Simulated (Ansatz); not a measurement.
# Ca (Im-3m) in Ansatz: reference runs

How does Ca come out in PBE? The cell is run as given and disturbed.

All numbers are computed with Ansatz 0.2.0; they aren't measurements. Logs are shortened: lines on timing, memory, paths and dates and some standing lists are left out, and cuts for length are marked.

## 1. The crystal as given

The structure is cubic, space group Im-3m (No. 229). The conventional cell has a = 4.480 Å, b = 4.480 Å, c = 4.480 Å, α = 90.00°, β = 90.00°, γ = 90.00°. Ca (site symmetry m-3m) is surrounded by 8 Ca at 3.88 Å.

This isn't the form of Ca at room conditions, which is fcc.

## 2. Single point, PBE

input.yaml

```yaml
crystal:
  lattice:
    - [-2.24, 2.24, 2.24]
    - [2.24, -2.24, 2.24]
    - [2.24, 2.24, -2.24]
  atoms:
    - { symbol: Ca, position: [0.0, 0.0, 0.0] }
hamiltonian:
  xc: pbe
  pseudopotentials: { kind: paw }
kpoints:
  mp_grid: { grid: [8, 8, 8] }
scf:
  occupations: { method: fermi_dirac, width: 0.05 }
output:
  forces: true
  stress: true
  eigenvalues: true
```

Potentials or basis: Ansatz PAW.

The run is started by

```bash
ansatz run input.yaml --threads 1 --pin off --max-ram 2560MiB --backend cpu --events-out ev --progress --plain --runs-dir out
```

The program printed:

```text
Warning: RAYON_NUM_THREADS=1 ignored (pool sized by the plan → 1); use --threads N
Engine: ansatz 0.2.0, aarch64-unknown-linux-gnu
Pseudopotentials: kind: paw
Pseudopotential: Ca, paw, valence charge 10, recommended cutoff 420 eV (normal), Ca.paw.azcp
Functional definition: PBE
  parameter kappa = 0.804
  parameter beta = 0.06672455060314922
  exchange = pbe_x(kappa = kappa, mu = beta*pi^2/3)
  correlation = pbe_c(beta = beta)
Crystal: 1 atoms, lattice volume = 44.958 Å³
Basis set: ecut = 420 eV, 935 PW (Γ), exchange–correlation on 54×54×54 points (8 copies of the dense FFT grid, shifted against one another)
Bands: 9, of which v1, the nominal top of the filled ones, is band 5 counted from 1 (4 counted from 0)
Symmetry: 48 space group operations
Space group: Im-3m (ITA 229), of the structure as read, at distance tolerance 3.6e-5 Å
k-points: 29 of 512
Non-local potential: Ca, projectors of the file, l = 0: 3, l = 1: 2, l = 2: 2
PAW form: soft (Blöchl's): semilocal exchange-correlation on the pseudo side does not see the compensation charge
PAW one-centre angular grid: Ca, 110 points (default); XC on 64 Gauss nodes
Initial density: superposition of atomic densities (neutral atoms: chi_scale 0, normalization atom), corrected by the library's trained network
Initial wavefunctions: pseudopotential atomic-orbital guess
Functional: x = pbe(κ = 0.804, μ = 0.2195149727645171), c = pbe(β = 0.06672455060314922)
SCF iter   1: F=—  HF=-1816.839673 eV  |F-HF|=—  |Δ(HF+E_count)|=         —  Δρ=8.64e-4  dr2=4.49e-4  ethr=1.77e-3  ⟨swp⟩=6.0  Hψ=2140  notcnv=0
preconditioner: auto → Kerker (q_TF=auto, 2.124 Å⁻¹)  [metal: Δε(μ)=0.026 eV  Ē_g=3.448 eV  σ=0.050 eV  W_gap=0.13  n_scr=12 (ndim 8)  ℏωp=7.8 eV  f_vac=0.000  D(μ)=1.65/eV (n_scr^D=12)]
SCF iter   2: F=—  HF=-1816.839698 eV  |F-HF|=—  |Δ(HF+E_count)|=   2.55e-5  Δρ=4.88e-4  dr2=1.47e-4  ethr=4.49e-6  ⟨swp⟩=2.5  Hψ=629  notcnv=0
SCF iter   3: F=—  HF=-1816.839701 eV  |F-HF|=—  |Δ(HF+E_count)|=   3.28e-6  Δρ=1.22e-4  dr2=1.13e-5  ethr=1.47e-6  ⟨swp⟩=2.8  Hψ=429  notcnv=0
SCF iter   4: F=—  HF=-1816.839702 eV  |F-HF|=—  |Δ(HF+E_count)|=   5.43e-7  Δρ=2.68e-5  dr2=2.05e-7  ethr=1.13e-7  ⟨swp⟩=2.0  Hψ=327  notcnv=0
iter 5 did not close the SCF: its close was put off for the readings that it lacked (scf_convergence_deferred on its scf_iter line)
SCF iter   5: F=-1816.839702 eV  HF=-1816.839702 eV  |F-HF|=3.18e-9  |Δ(HF+E_count)|=   1.93e-7  Δρ=4.70e-6  dr2=1.32e-8  ethr=2.05e-9  ⟨swp⟩=2.0  Hψ=393  notcnv=0
SCF iter   6: F=-1816.839702 eV  HF=-1816.839702 eV  |F-HF|=1.30e-10  |Δ(HF+E_count)|=   4.72e-9  Δρ=5.26e-7  dr2=4.62e-11  ethr=1.32e-10  ⟨swp⟩=2.1  Hψ=843  notcnv=0
SCF 1 converged in 6 iterations: F = -1816.839702 eV  dr2 = 4.62e-11
SCF converged after 6 iterations
Free energy (F): -1816.839702 eV
Harris-Foulkes:  -1816.839702 eV  (|F-HF|=1.30e-10)
Internal energy: -1816.826473 eV  (E = F + TS)
E sigma→0 (E₀):  -1816.833087 eV
Entropy (-TS):   -0.013229 eV (-13.229 meV/atom)
Fermi energy:    4.539299 eV
--- Per-component energies (eV) ---
  E_band       = -180.620923
  E_kinetic    = 274.903156
  E_local      = -867.566891  (includes V_loc(G=0)·N_el)
  E_nonlocal   = 63.569826
  E_hartree    = 290.961851
  E_xc         = -135.625304
  E_vxc        = -169.022230  (∫ρ·V_xc dr)
  E_paw        = -858.206700  (= ΣΔE_a)
  E_vpaw       = -64.428483  (= ΣTr[D̂ρ^β])
  E_aug_tail   = -0.000006  (compensation charges beyond the density's cutoff)
  E_ewald      = -584.862405
  E_smearing   = -0.013229  (= −TS)
  E_closure    = -0.000000  (closes the sum)
  Σ components = -1816.839702   (vs F -1816.839702, Δ=0.00e0)
--- Forces (eV/Å), atoms counted from 1 ---
  atom   1  Ca     0.00000000    -0.00000000    -0.00000000
  max |Σ_I F_I| component: 4.27e-31 eV/Å
--- Stress (GPa, compression-positive) ---
       -0.971496      -0.000000       0.000000
        0.000000      -0.971496      -0.000000
       -0.000000      -0.000000      -0.971496
  P = ⅓ Tr σ = -0.9715 GPa (-9.715 kbar)
--- Band table (eV; the first three rows and the last of 29) ---
  k-point 0: bands = ["-37.6589", "-18.5799", "-18.5799", "-18.5799", "0.6117", "6.7633", "6.7633", "6.7633", "7.7513"]
  k-point 1: bands = ["-37.6573", "-18.5963", "-18.5854", "-18.5798", "0.8778", "6.6092", "6.6385", "6.9586", "7.6028"]
  k-point 2: bands = ["-37.6534", "-18.6356", "-18.5988", "-18.5797", "1.6372", "6.0708", "6.2761", "7.5078", "7.5777"]
  k-point 28: bands = ["-37.6395", "-18.6605", "-18.6605", "-18.6605", "4.6792", "4.6792", "8.2357", "8.2357", "8.2357"]
```

Run time: 0.85 s. Hardware: 1 thread of Arm Neoverse V1, shared host; peak memory 0.26 GiB.

Results:

- Free energy: -1816.8397 eV
- Pressure: -1.0 GPa
- Band gap on the k mesh: none (metal or under the smearing width)

Caveat: the cell was measured hot, at 740 K.

## 3. Single point, PBE (cell strained at random at fixed volume)

input.yaml

```yaml
crystal:
  lattice:
    - [-2.251627, 2.213826, 2.234873]
    - [2.216026, -2.237223, 2.222669]
    - [2.283873, 2.269469, -2.25827]
  atoms:
    - { symbol: Ca, position: [0.010229, 0.005361, 0.017786] }
hamiltonian:
  xc: pbe
  pseudopotentials: { kind: paw }
kpoints:
  mp_grid: { grid: [8, 8, 8] }
scf:
  occupations: { method: fermi_dirac, width: 0.05 }
output:
  forces: true
  stress: true
  eigenvalues: true
  write_density: true
  write_potential: true
  elf: true
  volumetric_format: npy
```

Potentials or basis: Ansatz PAW.

The run is started by

```bash
ansatz run input.yaml --threads 1 --pin off --max-ram 2560MiB --backend cpu --events-out ev --progress --plain --runs-dir out
```

The program printed:

```text
Warning: RAYON_NUM_THREADS=1 ignored (pool sized by the plan → 1); use --threads N
[... 8 set-up lines as earlier in the session ...]
Crystal: 1 atoms, lattice volume = 44.958 Å³
Basis set: ecut = 420 eV, 907 PW (Γ), exchange–correlation on 54×54×54 points (8 copies of the dense FFT grid, shifted against one another)
Bands: 9, of which v1, the nominal top of the filled ones, is band 5 counted from 1 (4 counted from 0)
Symmetry: 2 space group operations
Space group: P-1 (ITA 2), of the structure as read, at distance tolerance 3.6e-5 Å
k-points: 260 of 512
[... 5 set-up lines as earlier in the session ...]
[... 19 lines left out ...]
  E_band       = -180.626239
  E_kinetic    = 274.904933
  E_local      = -867.630218  (includes V_loc(G=0)·N_el)
  E_nonlocal   = 63.570404
  E_hartree    = 290.990141
  E_xc         = -135.625708
  E_vxc        = -169.022789  (∫ρ·V_xc dr)
  E_paw        = -858.206886  (= ΣΔE_a)
  E_vpaw       = -64.428665  (= ΣTr[D̂ρ^β])
  E_aug_tail   = -0.000006  (compensation charges beyond the density's cutoff)
  E_ewald      = -584.828622
  E_smearing   = -0.012886  (= −TS)
  E_closure    = 0.000000  (closes the sum)
  Σ components = -1816.838849   (vs F -1816.838849, Δ=0.00e0)
--- Forces (eV/Å), atoms counted from 1 ---
  atom   1  Ca     0.00000000     0.00000000     0.00000000
  max |Σ_I F_I| component: 0.00e0 eV/Å
--- Stress (GPa, compression-positive) ---
       -0.961485      -0.166943       0.176986
       -0.166943      -0.969902       0.112894
        0.176986       0.112894      -0.991019
  P = ⅓ Tr σ = -0.9741 GPa (-9.741 kbar)
--- Band table (eV; the first three rows and the last of 260) ---
  k-point 0: bands = ["-37.6595", "-18.5812", "-18.5807", "-18.5793", "0.6118", "6.7092", "6.7304", "6.8431", "7.7328"]
  k-point 1: bands = ["-37.6580", "-18.5958", "-18.5858", "-18.5806", "0.8725", "6.5817", "6.5967", "7.0105", "7.6060"]
  k-point 2: bands = ["-37.6543", "-18.6339", "-18.5980", "-18.5805", "1.6172", "6.0241", "6.2720", "7.5380", "7.5897"]
  k-point 259: bands = ["-37.6400", "-18.6677", "-18.6645", "-18.6512", "4.6711", "4.6873", "8.1663", "8.2275", "8.3192"]
```

rho_z.tsv:

```text
# z_ang	rho[e/angstrom^3]
# format = ansatz-planar-average/11
# lattice	-2.251627000	2.213826000	2.234873000
# lattice	2.216026000	-2.237223000	2.222669000
# lattice	2.283873000	2.269469000	-2.258270000
# sites	1
# site	20	0.029469188	0.051016249	-0.005389346
0.000000	5.982497e-1
0.145657	5.974009e-1
0.291313	5.546316e-1
0.436970	4.763493e-1
0.582626	3.766919e-1
0.728283	2.751759e-1
[... 19 lines left out ...]
3.641415	4.799694e-1
3.787071	5.570641e-1
```

It took 8 s on 1 thread of Arm Neoverse V1, shared host; peak memory 0.37 GiB.

Results:

| Item | Value |
| --- | --- |
| Free energy | -1816.8388 eV |
| Pressure | -1.0 GPa |
| Band gap on the k mesh | none (metal or under the smearing width) |

Stress tensor (GPa, compression positive):
```
-0.96 -0.17  0.18
-0.17 -0.97  0.11
 0.18  0.11 -0.99
```

Levels at points of the mesh, in eV from the Fermi level:
```
              k point  band 2  band 3  band 4  band 5  band 6  band 7  band 8  band 9
   (0.00, 0.00, 0.00)  -23.12  -23.12  -23.12   -3.93    2.17    2.19    2.30    3.19
  (0.00, 0.00, -0.50)  -23.23  -23.16  -23.12   -0.89   -0.12    1.35    3.11    3.48
  (0.00, -0.50, 0.00)  -23.24  -23.16  -23.12   -0.81    0.00    1.34    3.08    3.43
 (0.00, -0.50, -0.50)  -23.23  -23.16  -23.12   -0.86   -0.07    1.30    3.14    3.49
  (-0.50, 0.00, 0.00)  -23.23  -23.16  -23.12   -0.81   -0.01    1.31    3.11    3.45
 (-0.50, 0.00, -0.50)  -23.23  -23.16  -23.12   -0.88   -0.10    1.32    3.14    3.49
 (-0.50, -0.50, 0.00)  -23.24  -23.16  -23.12   -0.82   -0.02    1.37    3.05    3.42
(-0.50, -0.50, -0.50)  -23.21  -23.20  -23.19    0.13    0.15    3.63    3.69    3.78
```

Caveat: the cell was measured hot, at 740 K.
